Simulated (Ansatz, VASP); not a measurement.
# Two plane-wave programs on Tl

```
Tl
1.0
     2.45655    0.00000    0.00000
    -1.22828    2.12744    0.00000
     0.00000    0.00000    5.71554
Tl
1
Cartesian
  0.0000 0.0000 0.0000
```

Alike in both runs: task single point; functional PBE; k mesh 9 × 9 × 4; occupations gaussian, width 0.1 eV; no spin polarisation.

|  | VASP | Ansatz |
| --- | --- | --- |
| version | VASP 6.6.1 | Ansatz 0.2.0 |
| potentials or method | VASP PAW PBE potentials, release 64 (Tl_d) | scalar-relativistic, plane waves, PAW |
| plane-wave cutoff (eV) | 520 | 420 |
| valence electrons in the cell | 13 | 13 |

|  | VASP | Ansatz | Ansatz less VASP |
| --- | --- | --- | --- |
| gap on the k mesh at the Fermi level (eV) | none | none | - |
| pressure (GPa) | 76.9 | 76.8 | -0.03 |
| largest component of the traceless stress (GPa) | 77.30 | 77.20 | -0.095 |

A gap of «none» marks a metal or a gap that the smearing closes.

Caveats: the cell as given lies far from equilibrium; so large a pressure means that the cell lies far from this level's equilibrium, or that cutoff or potentials fall short (VASP). Spin-orbit coupling is left out, which matters for the levels of Tl.
